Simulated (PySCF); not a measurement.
Bi: equation of state with PBEsol

Bi:

```
Bi
1.0
    -1.98143    1.98143    1.98143
     1.98143   -1.98143    1.98143
     1.98143    1.98143   -1.98143
Bi
1
Direct
  0.00000 0.00000 0.00000
```

This isn't the form of Bi at room conditions, which is rhombohedral.

```yaml
Program: PySCF 2.14.0
Task: equation of state
Functional: PBEsol
Potentials_or_basis: DZVP-MOLOPT-SR/GTH-PBE (potentials made for PBE)
k_mesh: 10 × 10 × 10
Occupations: fermi-dirac, width 0.05 eV
Spin: no spin polarisation
Symmetry: yes
Density_cutoff: 50 Ha
Exponents_discarded_below_exp_to_discard: 0.02 1/bohr^2
Potentials: Bi GTH-PBE-q5
Coulomb_method: multigrid
```

| Property | Result |
| --- | --- |
| Equilibrium volume | 31.59 Å³/atom |
| Bulk modulus | 58 GPa |
| Pressure derivative of the bulk modulus | 4.8 |

Energy against volume, from the lowest point:
```
volume (Å³/atom)  energy (meV/atom)
          29.250              36.13
          29.872              18.66
          30.495               7.23
          31.117               1.20
          31.739               0.00
          32.362               3.10
          32.984              10.02
```

Run time: 26 min on 2 threads of Intel(R) Xeon(R) Processor @ 2.50GHz (Skylake/Cascade Lake) (shared host).

Caveat: the potentials were made for another functional, which shifts forces and pressure; the basis of atomic orbitals isn't converged, which shifts pressures, moduli and gaps.
